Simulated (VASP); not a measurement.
Write the native input for VASP 6.6.1 that does the following.

| Property | Result |
| --- | --- |
| Task | optical spectrum |
| Functional | RPBE |
| Potentials or basis | VASP PAW PBE potentials, release 64 (Hf_pv) |
| Cutoff | 520 eV |
| k mesh | 6 × 6 × 6 |
| Occupations | methfessel-paxton, width 0.2 eV |
| Spin | no spin polarisation |
| Hubbard terms | Hf d U = 6.2 eV |
| Further INCAR settings | ALGO = Fast; EDIFF = 1e-07; NBANDS = 68 |

The structure of Hf lies in Hf.cif:

```cif
data_Hf
_cell_length_a 4.44000000
_cell_length_b 4.44000000
_cell_length_c 4.44000000
_cell_angle_alpha 90.00000000
_cell_angle_beta 90.00000000
_cell_angle_gamma 90.00000000
_space_group_name_H-M_alt 'Fm-3m'
_space_group_name_Hall '-F 4 2 3'
_space_group_IT_number 225
loop_
_space_group_symop_operation_xyz
'x,y,z'
'-x,-y,-z'
'-y,x,z'
'y,-x,-z'
'-x,-y,z'
'x,y,-z'
'y,-x,z'
'-y,x,-z'
'x,-y,-z'
'-x,y,z'
'-y,-x,-z'
'y,x,z'
'-x,y,-z'
'x,-y,z'
'y,x,-z'
'-y,-x,z'
'z,x,y'
'-z,-x,-y'
'z,-y,x'
'-z,y,-x'
'z,-x,-y'
'-z,x,y'
'z,y,-x'
'-z,-y,x'
'-z,x,-y'
'z,-x,y'
'-z,-y,-x'
'z,y,x'
'-z,-x,y'
'z,x,-y'
'-z,y,x'
'z,-y,-x'
'y,z,x'
'-y,-z,-x'
'x,z,-y'
'-x,-z,y'
'-y,z,-x'
'y,-z,x'
'-x,z,y'
'x,-z,-y'
'-y,-z,x'
'y,z,-x'
'-x,-z,-y'
'x,z,y'
'y,-z,-x'
'-y,z,x'
'x,-z,y'
'-x,z,-y'
'x,y+1/2,z+1/2'
'-x,-y+1/2,-z+1/2'
'-y,x+1/2,z+1/2'
'y,-x+1/2,-z+1/2'
'-x,-y+1/2,z+1/2'
'x,y+1/2,-z+1/2'
'y,-x+1/2,z+1/2'
'-y,x+1/2,-z+1/2'
'x,-y+1/2,-z+1/2'
'-x,y+1/2,z+1/2'
'-y,-x+1/2,-z+1/2'
'y,x+1/2,z+1/2'
'-x,y+1/2,-z+1/2'
'x,-y+1/2,z+1/2'
'y,x+1/2,-z+1/2'
'-y,-x+1/2,z+1/2'
'z,x+1/2,y+1/2'
'-z,-x+1/2,-y+1/2'
'z,-y+1/2,x+1/2'
'-z,y+1/2,-x+1/2'
'z,-x+1/2,-y+1/2'
'-z,x+1/2,y+1/2'
'z,y+1/2,-x+1/2'
'-z,-y+1/2,x+1/2'
'-z,x+1/2,-y+1/2'
'z,-x+1/2,y+1/2'
'-z,-y+1/2,-x+1/2'
'z,y+1/2,x+1/2'
'-z,-x+1/2,y+1/2'
'z,x+1/2,-y+1/2'
'-z,y+1/2,x+1/2'
'z,-y+1/2,-x+1/2'
'y,z+1/2,x+1/2'
'-y,-z+1/2,-x+1/2'
'x,z+1/2,-y+1/2'
'-x,-z+1/2,y+1/2'
'-y,z+1/2,-x+1/2'
'y,-z+1/2,x+1/2'
'-x,z+1/2,y+1/2'
'x,-z+1/2,-y+1/2'
'-y,-z+1/2,x+1/2'
'y,z+1/2,-x+1/2'
'-x,-z+1/2,-y+1/2'
'x,z+1/2,y+1/2'
'y,-z+1/2,-x+1/2'
'-y,z+1/2,x+1/2'
'x,-z+1/2,y+1/2'
'-x,z+1/2,-y+1/2'
'x+1/2,y,z+1/2'
'-x+1/2,-y,-z+1/2'
'-y+1/2,x,z+1/2'
'y+1/2,-x,-z+1/2'
'-x+1/2,-y,z+1/2'
'x+1/2,y,-z+1/2'
'y+1/2,-x,z+1/2'
'-y+1/2,x,-z+1/2'
'x+1/2,-y,-z+1/2'
'-x+1/2,y,z+1/2'
'-y+1/2,-x,-z+1/2'
'y+1/2,x,z+1/2'
'-x+1/2,y,-z+1/2'
'x+1/2,-y,z+1/2'
'y+1/2,x,-z+1/2'
'-y+1/2,-x,z+1/2'
'z+1/2,x,y+1/2'
'-z+1/2,-x,-y+1/2'
'z+1/2,-y,x+1/2'
'-z+1/2,y,-x+1/2'
'z+1/2,-x,-y+1/2'
'-z+1/2,x,y+1/2'
'z+1/2,y,-x+1/2'
'-z+1/2,-y,x+1/2'
'-z+1/2,x,-y+1/2'
'z+1/2,-x,y+1/2'
'-z+1/2,-y,-x+1/2'
'z+1/2,y,x+1/2'
'-z+1/2,-x,y+1/2'
'z+1/2,x,-y+1/2'
'-z+1/2,y,x+1/2'
'z+1/2,-y,-x+1/2'
'y+1/2,z,x+1/2'
'-y+1/2,-z,-x+1/2'
'x+1/2,z,-y+1/2'
'-x+1/2,-z,y+1/2'
'-y+1/2,z,-x+1/2'
'y+1/2,-z,x+1/2'
'-x+1/2,z,y+1/2'
'x+1/2,-z,-y+1/2'
'-y+1/2,-z,x+1/2'
'y+1/2,z,-x+1/2'
'-x+1/2,-z,-y+1/2'
'x+1/2,z,y+1/2'
'y+1/2,-z,-x+1/2'
'-y+1/2,z,x+1/2'
'x+1/2,-z,y+1/2'
'-x+1/2,z,-y+1/2'
'x+1/2,y+1/2,z'
'-x+1/2,-y+1/2,-z'
'-y+1/2,x+1/2,z'
'y+1/2,-x+1/2,-z'
'-x+1/2,-y+1/2,z'
'x+1/2,y+1/2,-z'
'y+1/2,-x+1/2,z'
'-y+1/2,x+1/2,-z'
'x+1/2,-y+1/2,-z'
'-x+1/2,y+1/2,z'
'-y+1/2,-x+1/2,-z'
'y+1/2,x+1/2,z'
'-x+1/2,y+1/2,-z'
'x+1/2,-y+1/2,z'
'y+1/2,x+1/2,-z'
'-y+1/2,-x+1/2,z'
'z+1/2,x+1/2,y'
'-z+1/2,-x+1/2,-y'
'z+1/2,-y+1/2,x'
'-z+1/2,y+1/2,-x'
'z+1/2,-x+1/2,-y'
'-z+1/2,x+1/2,y'
'z+1/2,y+1/2,-x'
'-z+1/2,-y+1/2,x'
'-z+1/2,x+1/2,-y'
'z+1/2,-x+1/2,y'
'-z+1/2,-y+1/2,-x'
'z+1/2,y+1/2,x'
'-z+1/2,-x+1/2,y'
'z+1/2,x+1/2,-y'
'-z+1/2,y+1/2,x'
'z+1/2,-y+1/2,-x'
'y+1/2,z+1/2,x'
'-y+1/2,-z+1/2,-x'
'x+1/2,z+1/2,-y'
'-x+1/2,-z+1/2,y'
'-y+1/2,z+1/2,-x'
'y+1/2,-z+1/2,x'
'-x+1/2,z+1/2,y'
'x+1/2,-z+1/2,-y'
'-y+1/2,-z+1/2,x'
'y+1/2,z+1/2,-x'
'-x+1/2,-z+1/2,-y'
'x+1/2,z+1/2,y'
'y+1/2,-z+1/2,-x'
'-y+1/2,z+1/2,x'
'x+1/2,-z+1/2,y'
'-x+1/2,z+1/2,-y'
loop_
_atom_site_label
_atom_site_type_symbol
_atom_site_symmetry_multiplicity
_atom_site_Wyckoff_symbol
_atom_site_fract_x
_atom_site_fract_y
_atom_site_fract_z
_atom_site_occupancy
Hf1 Hf 4 a 0.0000000000 0.0000000000 0.0000000000 1
```

The structure of Hf lies in POSCAR:

```
Hf
 1.0000000000000000
     4.4400000000000004    0.0000000000000000    0.0000000000000000
     0.0000000000000000    4.4400000000000004    0.0000000000000000
     0.0000000000000000    0.0000000000000000    4.4400000000000004
 Hf 
   4
Cartesian
  0.0000000000000000  0.0000000000000000  0.0000000000000000
  0.0000000000000000  2.2200000000000002  2.2200000000000002
  2.2200000000000002  0.0000000000000000  2.2200000000000002
  2.2200000000000002  2.2200000000000002  0.0000000000000000
```

This isn't the form of Hf at room conditions, which is hcp.

One way to write it, as run:

INCAR

```
SYSTEM = Hf
  PREC = Accurate
  ENCUT = 520
  EDIFF = 1E-7
  ISMEAR = 1
  SIGMA = 0.2
  LREAL = .False.
  LASPH = .True.
  NELM = 80
  ALGO = Fast
  ISIF = 2
  LWAVE = .False.
  LCHARG = .False.
  LMAXMIX = 4
  LDAU = .True.
  LDAUTYPE = 2
  LDAUL = 2
  LDAUU = 6.2
  LDAUJ = 0
  LDAUPRINT = 1
  GGA = RP
  LOPTICS = .True.
  NBANDS = 68
  NEDOS = 2000
  CSHIFT = 0.1
```

KPOINTS

```
regular mesh
0
Gamma
  6 6 6
  0 0 0
```

Potentials or basis: VASP PAW PBE potentials, release 64 (Hf_pv).

The run is started by

```sh
$ ase convert -i cif -o vasp Hf.cif POSCAR
$ cat potpaw_PBE.64/Hf_pv/POTCAR > POTCAR
$ mpirun -np 1 vasp_std > vasp.out
```

It gave:

The pressure is 29.3 GPa. The band gap on the k mesh is none (metal or under the smearing width).

Caveat: a pressure of tens of GPa on the cell as given is suspect, and the run, the potentials or the cell itself is likely at fault; spectra need much finer meshes, so this one isn't converged; independent-particle spectra lack excitons; the intraband (Drude) part of a metal's response may be missing; the PAW data sets were made with another functional, which shifts forces and pressure a little; U without spin polarisation on a metal has little footing; the U is typed as a test and isn't derived for this compound.

It took 71 s on 1 thread of AMD EPYC 9R45 (Zen 5), on a shared host, peak memory 0.28 GiB.
